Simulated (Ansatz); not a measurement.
What strain does to PbF2 (fluorite)

PbF2 in the fluorite structure, relaxed with r2SCAN in Ansatz. The symmetry is Fm-3m (No. 225, cubic); a = 5.921 Å in the conventional setting, 17.30 Å³ an atom. Pb is surrounded by 8 F at 2.56 Å; F is surrounded by 4 Pb at 2.56 Å.

The axes x, y and z are those of this cell:
```
CELL_PARAMETERS angstrom
0.00000 2.96044 2.96044
2.96044 0.00000 2.96044
2.96044 2.96044 0.00000
ATOMIC_POSITIONS crystal
Pb 0.00000 0.00000 0.00000
F 0.25000 0.25000 0.25000
F 0.75000 0.75000 0.75000
```

Unstrained: PBE gives an indirect gap of 4.419 eV, from W to X; the least direct gap is 4.565 eV at X. With r2SCAN the valence top lies at W and the conduction bottom at X, 4.931 eV higher; the smallest vertical gap, at X, is 5.073 eV. HSE06 gives an indirect gap of 5.727 eV, from W to X; the least direct gap is 5.861 eV at X. Meshes: PBE 8×8×8, r2SCAN 8×8×8, HSE06 6×6×6. Strains are changes of length per length, and xy shears are angles. After each strain the atoms were relaxed again with r2SCAN in this cell and within any symmetry left, so distortions that break it or need a larger cell weren't tested; points keep the names that they have in the unstrained zone. The values are computed, spin-unpolarised, and not measurements.

Changes of the least gap in eV (an overlap counts as a negative gap):

| strain | volume change (%) | space group | PBE | r2SCAN | HSE06 | energy rise, r2SCAN (meV/atom) |
| --- | --- | --- | --- | --- | --- | --- |
| uniaxial +1.0 % along x | +1.0 | I4/mmm | -0.020 | -0.020 | -0.015 | 0.6 |
| isotropic -0.5 % on every length | -1.5 | Fm-3m | -0.004 | -0.006 | -0.014 | 1.0 |
| xy shear, engineering strain (angle) -1.0 % | 0.0 | Immm | -0.001 | -0.001 | -0.001 | 0.1 |
| isotropic +1.0 % on every length | +3.0 | Fm-3m | +0.003 | +0.008 | +0.024 | 3.6 |
| epitaxial +4.0 % in the plane normal to [111], free normal strain -4.30 % | +3.5 | R-3m | -0.025 | -0.018 | +0.008 | 15.9 |

Uniaxial +1.0 % along x, other directions held. HSE06: the gap goes from 5.727 to 5.712 eV (-0.015 eV); the edges go from W → X to (0.234, -1/2, -0.266) → X. Stress change with r2SCAN, compression positive: xx -1.12, yy -0.57, zz -0.57 GPa.

Isotropic -0.5 % on every length. HSE06: the gap goes from 5.727 to 5.713 eV (-0.014 eV). Stress change with r2SCAN, compression positive: xx +1.20, yy +1.20, zz +1.20 GPa. For HSE06, dE_g/d ln V = 0.9 eV over this step.

Xy shear, engineering strain (angle) -1.0 %. HSE06: the gap goes from 5.727 to 5.727 eV (-0.001 eV). Stress change with r2SCAN, compression positive: xx 0.00, yy 0.00, zz 0.00, xy +0.23 GPa.

Isotropic +1.0 % on every length. HSE06: the gap goes from 5.727 to 5.752 eV (+0.024 eV). Stress change with r2SCAN, compression positive: xx -2.15, yy -2.15, zz -2.15 GPa. For HSE06, dE_g/d ln V = 0.8 eV over this step.

Epitaxial +4.0 % in the plane normal to [111], free normal strain -4.30 %. HSE06: the gap goes from 5.727 to 5.736 eV (+0.008 eV). Stress change with r2SCAN, compression positive: xx -2.40, yy -2.40, zz -2.40, xy +1.19, xz +1.19, yz +1.19 GPa.

Spin-orbit coupling is left out, which matters wherever the heavy atoms make up the band edges.

Where an edge lies off the special points, it is a point of the mesh or the k point where a search put PBE's edge or least direct gap, reused for the other functionals, whose own edges may lie a little apart.

Coordinates of k points refer to the reciprocal vectors of the primitive cell of the runs.

The meshes of the hybrids are coarse, so their gaps aren't converged to the digits shown.
